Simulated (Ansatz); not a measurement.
## ZnO: changing the pressure

The cell as given:

```
Zn O
1.0
     3.24931    0.00000    0.00000
    -1.62465    2.81398    0.00000
     0.00000    0.00000    5.20571
Zn O
2 2
Direct
  0.66667 0.33333 0.00000
  0.33333 0.66667 0.50000
  0.33333 0.66667 0.87901
  0.66667 0.33333 0.37901
```

Kept alike: task relaxation of cell and atoms; functional PBEsol; k mesh 9 × 9 × 5; occupations fermi-dirac, width 0.05 eV; no spin polarisation. Program: Ansatz, Ansatz PAW, cutoff 420 eV. The mesh is that of the run's cell of 4 atoms. No spin-orbit coupling.

| pressure, P (GPa) | volume (Å³/atom) | first edge of the run's cell (Å) | third edge of the run's cell (Å) |
| --- | --- | --- | --- |
| 0 | 11.778 | 3.230 | 5.214 |
| 2 | 11.621 | 3.216 | 5.191 |
| 5 | 11.406 | 3.196 | 5.157 |
| 10 | 11.089 | 3.166 | 5.111 |
| 20 | 10.568 | 3.115 | 5.031 |
| 30 | 10.151 | 3.071 | 4.971 |

The relaxations keep at least the cell's symmetry (P6_3mc). The runs follow the start's structure, whether or not it is the stable one at these pressures. Ansatz's relaxations hold a Pulay term in the stress (up to 0.8 GPa here). All rows use potentials made for PBE.

The volume falls from 11.778 to 10.151 Å³/atom between 0 and 30 GPa. The volume falls ever more slowly, since the solid stiffens under load. At the pressures aimed at, which the runs meet within some tenths of a GPa, the step from 0 to 5 GPa gives a mean bulk modulus near 156 GPa, the last step 248 GPa. The first edge of the run's cell falls from 3.230 to 3.071 Å between 0 and 30 GPa. The third edge of the run's cell falls from 5.214 to 4.971 Å between 0 and 30 GPa.
